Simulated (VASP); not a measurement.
# VASP inputs for BN

INCAR, step 1 (ground state)

```
NELM = 120
EDIFF = 1E-7
LWAVE = .TRUE.
GGA = PE
LCHARG = .FALSE.
PREC = Accurate
ISMEAR = 0
LREAL = .FALSE.
LASPH = .TRUE.
ENCUT = 500
SIGMA = 0.01
```

INCAR, step 2 (empty bands)

```
LASPH = .TRUE.
NELM = 1
ENCUT = 500
SIGMA = 0.01
NBANDS = 91
ISTART = 1
PREC = Accurate
ISMEAR = 0
GGA = PE
LREAL = .FALSE.
LWAVE = .TRUE.
LOPTICS = .TRUE.
LCHARG = .FALSE.
ALGO = Exact
EDIFF = 1E-7
```

INCAR, step 3 (GW)

```
NBANDS = 91
EDIFF = 1E-7
ENCUTGWSOFT = 220
ENCUT = 500
ALGO = EVGW0
NOMEGA = 64
ISTART = 1
LREAL = .FALSE.
LWAVE = .FALSE.
NELM = 120
NBANDSGW = 12
SIGMA = 0.01
ISMEAR = 0
LASPH = .TRUE.
GGA = PE
PREC = Accurate
LCHARG = .FALSE.
NELMGW = 4
ENCUTGW = 220
PRECFOCK = Fast
```

KPOINTS

```
KPOINTS created by Atomic Simulation Environment
0
Gamma
6 6 6
0 0 0
```

POSCAR

```
B  N
 1.0000000000000000
     0.0000000000000000    1.8075000000000001    1.8075000000000001
     1.8075000000000001    0.0000000000000000    1.8075000000000001
     1.8075000000000001    1.8075000000000001    0.0000000000000000
 B   N
   1   1
Cartesian
  0.0000000000000000  0.0000000000000000  0.0000000000000000
  0.9037500000000001  0.9037500000000001  0.9037500000000001
```

VASP ran with the GW set of PAW datasets (8 valence electrons in the cell).

Q: Estimate the main results of this run.

A: PBE gap on the mesh 4.46 eV; G₀W₀ gap on the mesh 6.11 eV.

Q: How does updating the eigenvalues in G change the gap?

A: Gap on the mesh by iteration: 6.11, 6.32, 6.35, 6.35 eV.
